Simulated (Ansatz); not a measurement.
AgCl

```
CELL_PARAMETERS angstrom
3.43397 0.00000 0.00000
0.00000 3.43397 0.00000
0.00000 0.00000 3.43397
ATOMIC_POSITIONS crystal
Ag 0.00000 0.00000 0.00000
Cl 0.50000 0.50000 0.50000
```

Atoms are numbered in the order listed.

Structure from Materials Project entry mp-726265 (possibly hypothetical), not relaxed further.

All numbers are computed: DFT, PBEsol, all-electron LAPW, scalar-relativistic (Ansatz 0.2.0); DFT, PBEsol, PAW with Ansatz's default frozen-core files, scalar-relativistic (Ansatz 0.2.0).

For LAPW: a Γ-centred 9×9×9 k mesh, Fermi–Dirac smearing of 0.01 eV, basis error target 1 meV/atom, no spin polarisation. PAW takes a cutoff of 420 eV at this cell (files made with PBE, cores remade for this functional). The Ansatz runs share mesh, smearing and spin set-up. Values come from LAPW unless marked.

- Band gap: 0.41 eV, indirect from X (0, 0.5, 0) to Γ
- Volume per atom: 136.6 bohr³

Question: Smallest direct gap on the path: what does the calculation give?

Answer: 1.93 eV.

Question: Give the computed value. Löwdin charges (with 0.09 e of the cell spilling out of the atomic basis, so their sizes and signs hang on that basis).

Answer: Ag1 0.57, Cl2 -0.48 e.

Question: Bader charges (from the PAW run): what does the calculation give?

Answer: Ag1 +0.56, Cl2 -0.56 e.

Question: Predict this quantity. Pressure at this cell.

Answer: -4.59 GPa.
